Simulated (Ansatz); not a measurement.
# Sb under changes of volume

One of the cells (29.904 Å³/atom); the others are scaled copies at fixed shape and fractional positions:

```
Sb
1.0
     3.12240    0.00000    0.00000
     0.00000    4.34752    0.00000
    -0.03891    0.00000    4.40585
Sb
2
Direct
  0.01139 0.25000 0.24117
  0.98861 0.75000 0.75883
```

This isn't the form of Sb at room conditions, which is rhombohedral.

```yaml
Program: Ansatz 0.2.0
Functional: LDA
Potentials_or_basis: all-electron LAPW, scalar-relativistic
Cutoff: 205 eV (chosen from the basis error)
Basis_error_allowed: 0.001 eV/atom
k_mesh: 9 × 6 × 6
Occupations: fermi-dirac, width 0.05 eV
Spin: no spin polarisation
```

```tsv
volume (Å³/atom)	energy over the lowest point (meV/atom)	pressure (GPa)	largest force (eV/Å)
28.110	0.00	0.2	0.113
28.708	1.97	-1.1	0.080
29.306	8.49	-2.3	0.053
29.904	?	?	?
30.502	33.11	-4.2	0.041
31.100	50.34	-5.0	0.057
31.698	70.39	-5.7	0.076
```

What does the run at 29.904 Å³/atom give?

Energy over the lowest point 19.03 meV/atom; pressure -3.3 GPa; largest force 0.038 eV/Å.

Worked out: A Birch-Murnaghan fit of order 3 (a polynomial in V^(-2/3)) to the other rows has its minimum at 28.17 Å³/atom with B0 = V·E''(V) = 64 GPa and B' = 4.7 at fixed shape and positions, which overstates the stiffness. It gives 19.02 meV/atom at 29.904 Å³/atom, against the run's 19.03, and -dE/dV = -3.3 GPa, against -3.3.

Energies are extrapolated to zero smearing.
